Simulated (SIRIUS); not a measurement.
**C: equation of state with PBEsol**

**The experiment to reproduce.**

“Equation of state of cubic boron nitride at high pressures and temperatures”, 2007, arxiv:cond-mat/0702656 quotes, for a bulk crystal of C: bulk modulus 444.8 ± 0.8 GPa.

The system is C.

```
CELL_PARAMETERS angstrom
0.00000 1.78337 1.78337
1.78337 0.00000 1.78337
1.78337 1.78337 0.00000
ATOMIC_POSITIONS crystal
C 0.75000 0.75000 0.75000
C 0.50000 0.50000 0.50000
```

This isn't the form of C at room conditions, which is graphite.

* Program: SIRIUS 7.10.0
* Task: equation of state
* Functional: PBEsol
* Potentials or basis: PseudoDojo 0.4.1 PBEsol standard (scalar relativistic)
* Cutoff: 1127 eV
* Density cutoff: 4507 eV
* k mesh: 13 × 13 × 13
* Occupations: fermi-dirac, width 0.05 eV
* Spin: no spin polarisation

The equilibrium volume is 5.63 Å³/atom, the bulk modulus is 449 GPa and the pressure derivative of the bulk modulus is 3.7.

Energy against volume, from the lowest point:
```
volume (Å³/atom)  energy (meV/atom)
           5.332              24.25
           5.445               8.90
           5.558               1.05
           5.672               0.00
           5.785               5.17
           5.899              15.97
           6.012              31.91
```

All runs of the series together: 2.7 min on 1 thread of Arm Neoverse N1, on a shared host.

A measured bulk modulus of C is 444.8 GPa (quoted in “Equation of state of cubic boron nitride at high pressures and temperatures”, 2007, arxiv:cond-mat/0702656); the calculated 449 GPa misses it by +0.9 %. 3 values of this kind are on record (442 to 444.8 GPa); this one was drawn at random among those near their median, those with a stated uncertainty first. The fit is for a static lattice scaled at fixed shape and fixed fractional positions. The cell as given is a measured one (5.67 Å³/atom); PBEsol puts the equilibrium volume -0.7 % from it, thermal expansion not counted.
